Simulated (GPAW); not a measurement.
Set up this calculation in GPAW 26.7.0, as an ASE script.

- Task: equation of state
- Functional: r2SCAN
- Potentials or basis: GPAW PAW data sets (gpaw-data 1.2.1)
- Cutoff: 600 eV
- Basis: pw
- k mesh: 9 × 9 × 9
- Occupations: fermi-dirac, width 0.05 eV
- Spin: no spin polarisation
- Maxiter: 150
- Eos scales: [0.94, 0.96, 0.98, 1.0, 1.02, 1.04, 1.06]

Si:

```
CELL_PARAMETERS angstrom
-2.37137 2.37137 1.32927
2.37137 -2.37137 1.32927
2.37137 2.37137 -1.32927
ATOMIC_POSITIONS crystal
Si 0.50000 0.50000 0.00000
Si 0.25000 0.75000 0.50000
```

This isn't the form of Si at room conditions, which is diamond.

One way to write it, as run:

run.py

```python
from ase import Atoms
from ase.eos import EquationOfState
from ase.io import Trajectory
from ase.units import GPa
from gpaw import GPAW, PW

atoms = Atoms(['Si', 'Si'],
              cell=[[-2.3713723045, 2.3713723045, 1.3292653899],
                    [2.3713723045, -2.3713723045, 1.3292653899],
                    [2.3713723045, 2.3713723045, -1.3292653899]],
              scaled_positions=[[0.5, 0.5, 0.0],
                                [0.25, 0.75, 0.5]],
              pbc=True)

traj = Trajectory('eos.traj', 'w')
volumes, energies = [], []
for x in [0.94, 0.96, 0.98, 1.0, 1.02, 1.04, 1.06]:
    a = atoms.copy()
    a.set_cell(atoms.cell * x**(1 / 3), scale_atoms=True)
    calc = GPAW(mode=PW(600),
                xc='MGGA_X_R2SCAN+MGGA_C_R2SCAN',
                kpts={'size': (9, 9, 9), 'gamma': True},
                occupations={'name': 'fermi-dirac', 'width': 0.05},
                nbands=11,
                convergence={'density': 1e-05, 'energy': 1e-05},
                maxiter=150,
                txt=f'eos-{x:.2f}.txt')
    a.calc = calc
    energies.append(a.get_potential_energy(force_consistent=True))
    volumes.append(a.get_volume())
    p = -a.get_stress()[:3].mean() / GPa
    calc.write(f'eos-{x:.2f}.gpw')
    traj.write(a)
    print(f'{x:.2f} {volumes[-1]:10.4f} A^3 {energies[-1]:14.6f} eV {p:9.3f} GPa', flush=True)

v0, e0, B = EquationOfState(volumes, energies, eos='birchmurnaghan').fit()
print(f'V0 = {v0:.4f} A^3, E0 = {e0:.6f} eV, B0 = {B / GPa:.2f} GPa')
```

Potentials or basis: GPAW PAW data sets (gpaw-data 1.2.1), pw.

Command:

```console
$ OMP_NUM_THREADS=1 python run.py
```

Results of the run:

```yaml
Equilibrium_volume: "15.34 Å³/atom (rough: see the caveat)"
Bulk_modulus_at_fixed_shape_and_positions: 115 GPa (rough)
```

Caveat: the points scatter about the fit; the cell was scaled at fixed shape and fractional positions, which overstates the stiffness of a crystal with free parameters, most of all of layers and chains; the PAW data sets were made with another functional, which shifts forces and pressure a little.

It took 16 min on 1 thread of AMD EPYC 7R43 64-Core Processor (Zen 3), with other jobs on the host, peak memory 0.4 GiB.
